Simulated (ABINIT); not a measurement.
A run of ABINIT 10.8.3 (patched build):

Contents of run.abi:

```
ndtset 4

pp_dirpath "./"
pseudos "C.upf"

acell 2.5220660407 2.5220660407 2.5220660407 Angstrom
rprim
     0.0000000000     0.7071067812     0.7071067812
     0.7071067812     0.0000000000     0.7071067812
     0.7071067812     0.7071067812     0.0000000000
ntypat 1
znucl 6
natom 2
typat 1 1
xred
            3/4            3/4            3/4
            1/2            1/2            1/2

ecut 41.0

kptopt 1
ngkpt 8 8 8
nshiftk 1
shiftk 0.0 0.0 0.0
istwfk *1

ixc 7

occopt 1

nstep 80
diemac 6.0

iomode 3
prteig 0
prtebands 0

nband1 4
tolvrs1 1.0e-12
prtden1 1
prtwf1 0

iscf2 -2
getden2 1
nband2 47
nbdbuf2 4
tolwfr2 1.0e-12
nstep2 120
prtden2 0

optdriver3 3
getwfk3 2
nband3 43
ecuteps3 4.0
ecutwfn3 25.0
inclvkb3 2
ppmodel3 1

optdriver4 4
getwfk4 2
nband4 43
ecuteps4 4.0
ecutsigx4 41.0
ecutwfn4 41.0
symsigma4 1
getscr4 3
ppmodel4 1
gw_qprange4 0
```

Potentials or basis: PseudoDojo NC SR LDA v0.4.1 standard.

Launch:

```console
$ abinit run.abi > log 2>&1
```

Hardware: 1 thread of Intel(R) Xeon(R) Processor @ 2.70GHz, with other jobs on the host.

Task: Estimate the wall time of this run.

Result: Wall time 2.6 min on 1 thread of Intel(R) Xeon(R) Processor @ 2.70GHz, with other jobs on the host, peak memory 0.27 GiB. Counts: scf iterations 7, mpi ranks 1, k points 29, bands 47, plane waves 982.
